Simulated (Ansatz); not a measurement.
# Wurtzite SiC, size series (300 atoms) under strain: runs compared

How stiff is wurtzite SiC, size series (300 atoms), and how do its levels respond to strain?

Computed with Ansatz 0.2.0: Kohn-Sham DFT, PBE, PAW (set soft_2), plane waves.

## 1. The cell as built

The cell holds 300 atoms: 150 Si and 150 C. Cell: a = 15.380 Å, b = 15.380 Å, c = 15.144 Å, α = 90.0°, β = 90.0°, γ = 120.0°. It derives from SiC (wurtzite), repeated 5×5×3. Wurtzite SiC (a = 3.076 Å, c = 5.048 Å), 5 x 5 x 3 conventional cells; every coordinate displaced by a Gaussian of 0.08 Å.

Limits known from the start: Only the Γ point is sampled.

## 2. The reference run

The reference is a single point at the end of the relaxation.

Every strained cell starts from the geometry of this run, and its atoms are relaxed with the cell held.

Its input, with most atom lines left out:

```yaml
crystal:
  lattice:
    - [15.46396, 0.0, 0.0]
    - [-7.73198, 13.39218, 0.0]
    - [0.0, 0.0, 15.21653]
  atoms:
    - { symbol: Si, position: [0.99944, 0.99982, 0.00038] }
    - { symbol: C, position: [0.06611, 0.13315, 0.04169] }
    - { symbol: Si, position: [0.06611, 0.13315, 0.16705] }
    - { symbol: C, position: [0.99944, 0.99981, 0.20836] }
    - { symbol: Si, position: [0.99944, 0.99981, 0.33371] }
    - { symbol: C, position: [0.06611, 0.13315, 0.37502] }
    - { symbol: Si, position: [0.06611, 0.13315, 0.50038] }
    [... atom lines 8 to 300 left out ...]
kpoints:
  mp_grid: { grid: [1, 1, 1] }
hamiltonian:
  xc: pbe
scf:
  occupations: { method: fixed }
output:
  forces: true
  stress: true
  populations: true
  dos:
    method: { smearing: { sigma: 0.15 } }
    de: 0.1
    projected: { site_lists: { C: [C], Si: [Si] } }
  eigenvalues: true
  write_density: true
  write_potential: true
  volumetric_format: npy
```

- free energy per atom: -443.5667 eV/atom
- r.m.s. force component: 0.00112 eV/Å
- pressure: 0.0006746 GPa

Filled and empty levels are parted by 2.92 eV at Γ alone; the mesh holds the band edges only if they fold onto it, so the gap at this level can be narrower or closed, while semilocal functionals tend to narrow gaps against experiment.

## 3. The runs

Each row is one run, on 4 threads of Arm Neoverse V2, shared host. The free energy is the program's total, comparable only between runs with the same functional, potentials and atoms.

```
                                 run  atoms    outcome  ionic steps, all passes  free energy (eV)     time  host memory (GiB)
           Single point at the start    300  converged                        -       -132991.677     69 s                5.2
              Cell and atoms relaxed    300  converged                        7       -133070.015  7.3 min                5.2
Single point at the relaxed geometry    300  converged                        -       -133070.015  2.5 min                5.3
                         Volume -3 %    300  converged                        2       -133068.028    3 min                5.2
                         Volume +3 %    300  converged                        2       -133068.210  3.2 min                5.4
                         Volume -6 %    300  converged                        2       -133061.638  2.8 min                5.0
                         Volume +6 %    300  converged                        2       -133063.143  3.1 min                5.5
                        Volume -10 %    300  converged                        2       -133045.087  2.7 min                4.8
            Stretched by 1 % along x    300  converged                        3       -133069.531  7.8 min                5.3
           Compressed by 1 % along x    300  converged                        3       -133069.519  5.8 min                5.4
                Sheared by 2 % in xy    300  converged                        3       -133069.241  5.7 min                5.4
```

In some runs the program notes that it cut back its work space to fit the memory limit, the atoms just miss a symmetry operation and the SCF threshold is loose for the stress. Further notices: symmetry narrowed to a group.

## 4. Pressure against volume

Atoms are relaxed at each volume, in the scaled cell.

```
volume change (%)  volume (Å³/atom)  energy change (meV/atom)  pressure (GPa)  largest move on relaxing (Å)  bonds  gap (eV)
              -10             9.454                     83.09           27.60                          0.00    600                2.80
               -6             9.874                     27.92           14.91                          0.00    600                2.85
               -3            10.189                      6.62            6.91                          0.00    600                2.88
               +0            10.504                      0.00            0.00                             -    600                2.92
               +3            10.819                      6.01           -5.96                          0.00    600                2.90
               +6            11.135                     22.91          -11.08                          0.00    600                2.84
```

## 5. Uniaxial strain and shear

Stress (GPa, compression positive) less that of the relaxed cell, atoms relaxed:

```
                   strain      xx      yy      zz      xy  energy change (meV/atom)
 stretched by 1 % along x  -4.810  -1.000  -0.489  -0.001                      1.61
compressed by 1 % along x   5.060   1.055   0.510  -0.001                      1.65
     sheared by 2 % in xy  -0.031   0.114  -0.021  -3.906                      2.58
```

## 6. What came out

The bulk modulus, from the slope of pressure against ln V over the three points nearest the relaxed volume, is 214 GPa; a quadratic over all points gives a pressure derivative of about 4.2. The gap goes from 2.80 eV at the smallest volume to 2.84 eV at the largest, not monotonically (lowest 2.80, highest 2.92 eV), on the run's k-points. In the Cartesian axes of the cell, finite differences give C11 = 494, C12 = 103, C13 = 49.9 and C66 = 195 GPa (the shear of 2 % is the engineering strain, εxy = 0.01).

**Limits.** Strains are finite and relaxations stop at the force tolerance of the input, which can leave moduli too stiff; they are those of a static cell at zero temperature. Volumes are changed with the cell's shape held, so in an anisotropic solid the modulus lies over the one under free hydrostatic load. The program notes that the SCF threshold of the relaxations is loose for the stress.

The DFT runs together took 45 min of wall time.

[Logs are printed without paths, hosts, clocks, repeated set-up lines and the standing remarks that a program may print on its own settings, such as how far it seeks lower states.]

[Hosts, paths, dates, database ids (printed as entryN), source tags and the programs' standing remarks are cut or masked in the printed files.]
